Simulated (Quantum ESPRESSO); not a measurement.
## TaN: band structure with PBEsol

The system is TaN.

```
Ta N
1.0
     0.00000    2.21132    2.21132
     2.21132    0.00000    2.21132
     2.21132    2.21132    0.00000
Ta N
1 1
Direct
  0.50000 0.50000 0.50000
  0.00000 0.00000 0.00000
```

The cell comes from a database or a generator and needn't be the stable form of this composition.

```
Program             : Quantum ESPRESSO 7.5
Task                : band structure
Functional          : PBEsol
Potentials or basis : PseudoDojo 0.4.1 SR PBEsol standard
Cutoff              : 1143 eV
Density cutoff      : 4572 eV
k mesh              : 10 × 10 × 10
Occupations         : fermi-dirac, width 0.05 eV
Spin                : no spin polarisation
Mixing beta         : 0.5
Most SCF iterations : 120
SCF threshold       : 4e-10 Ry
```

| Quantity | Value |
| --- | --- |
| Pressure | -11.2 GPa |
| Band gap on the k mesh | none (metal or under the smearing width) |

Levels at the corners of the path, in eV from the Fermi level:
```tsv
point	band 7	band 8	band 9	band 10	band 11	band 12
Γ	-3.79	-3.79	-2.09	-2.09	-2.09	0.02
X	-5.39	-4.61	-4.61	2.03	3.45	3.45
W	-6.74	-6.74	-0.21	-0.21	3.46	3.92
K	-6.77	-6.12	-2.22	2.39	2.48	4.41
Γ	-3.79	-3.79	-2.09	-2.09	-2.09	0.02
L	-7.48	-7.48	1.83	1.83	1.92	3.69
U	-6.77	-6.12	-2.22	2.39	2.48	4.41
W	-6.74	-6.74	-0.21	-0.21	3.46	3.92
L	-7.48	-7.48	1.83	1.83	1.92	3.69
K	-6.77	-6.12	-2.22	2.39	2.48	4.41
U	-6.77	-6.12	-2.22	2.39	2.48	4.41
X	-5.39	-4.61	-4.61	2.03	3.45	3.45
```

Wall time 39 s on 1 thread of Arm Neoverse V1 (shared host), peak memory 0.09 GiB.

Caveat: spin-orbit coupling is left out, which moves the levels of the heavy elements.
